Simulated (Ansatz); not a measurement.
Crystal: AgCl (Chlorargyrite).

```
CELL_PARAMETERS angstrom
0.00000 2.73500 2.73500
2.73500 0.00000 2.73500
2.73500 2.73500 0.00000
ATOMIC_POSITIONS crystal
Ag 0.00000 0.00000 0.00000
Cl 0.50000 0.50000 0.50000
```

Program: Ansatz 0.2.0. Alike in all runs: cell as given; cutoff (eV) 217; smearing fermi-dirac 0.05 eV; basis error allowed 0.001 eV/atom.

Task: Order these runs on this cell by their band gap on the k mesh, lowest first.
A. level PBEsol; potentials or basis all-electron LAPW, relativistic spinors; spin SOC, no magnetisation; k mesh 6 × 6 × 6
B. level PBEsol; potentials or basis all-electron LAPW, non-relativistic; spin off; k mesh 8 × 8 × 8
C. level PBEsol+U; potentials or basis all-electron LAPW, scalar-relativistic; spin off; U Ag d U = 6 eV; k mesh 8 × 8 × 8
D. level PBEsol+U; potentials or basis all-electron LAPW, scalar-relativistic; spin off; U Ag d U = 2 eV; k mesh 8 × 8 × 8
E. level PBEsol+U; potentials or basis all-electron LAPW, scalar-relativistic; spin off; U Ag d U = 8 eV; k mesh 8 × 8 × 8

Result: A (0.69 eV), D (1.15 eV), B (1.49 eV), C (1.74 eV), E (1.94 eV).

Caveats: U is the effective U less J, on atomic orbitals that reach past the spheres (some runs); relativity is left out, which matters for the heavier elements (some runs).

A k mesh can miss the band edges.
